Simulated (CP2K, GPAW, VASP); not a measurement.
## ZnS: programs and potentials compared

```
Zn S
1.0
     3.82270    0.00000    0.00000
    -1.91135    3.31056    0.00000
     0.00000    0.00000   12.52000
Zn S
4 4
Direct
  0.66667 0.33333 0.75000
  0.33333 0.66667 0.25000
  0.00000 0.00000 0.50000
  0.00000 0.00000 0.00000
  0.66667 0.33333 0.93750
  0.33333 0.66667 0.43750
  0.00000 0.00000 0.68750
  0.00000 0.00000 0.18750
```

Alike in all runs: task single point; functional PBE; k mesh 8 × 8 × 3; occupations gaussian, width 0.015 eV; no spin polarisation; no spin-orbit coupling. Pressure is positive in compression and, in plane waves, holds the error of the finite cutoff.

| program and potentials | plane-wave cutoff (eV) | notes | pressure (GPa) |
| --- | --- | --- | --- |
| CP2K, POTENTIAL_UZH Zn GTH-PBE-q12, S GTH-PBE-q6; TZVP-MOLOPT-PBE-GTH basis | - | atomic basis | 1.78 |
| VASP, PBE PAW files S, Zn, 520 eV | 520 | - | 1.49 |
| GPAW, GPAW PAW data sets (gpaw-data 1.2.1) | 600 | - | 1.35 |

Force on atom 7 (S), eV/Å:

| program and potentials | x | y | z |
| --- | --- | --- | --- |
| VASP, PBE PAW files S, Zn, 520 eV | 0.000 | 0.000 | -0.043 |
| GPAW, GPAW PAW data sets (gpaw-data 1.2.1) | 0.000 | 0.000 | -0.043 |

The pressure spans 1.35 (GPAW, GPAW PAW data sets (gpaw-data 1.2.1)) to 1.78 GPa (CP2K, POTENTIAL_UZH Zn GTH-PBE-q12, S GTH-PBE-q6; TZVP-MOLOPT-PBE-GTH basis). Rows in atomic bases carry the error of their basis and grid, which can be large.

The functional is the same throughout but for its coding, so the spread measures potentials, basis and numerics; runs on potential files found faulty are left out.
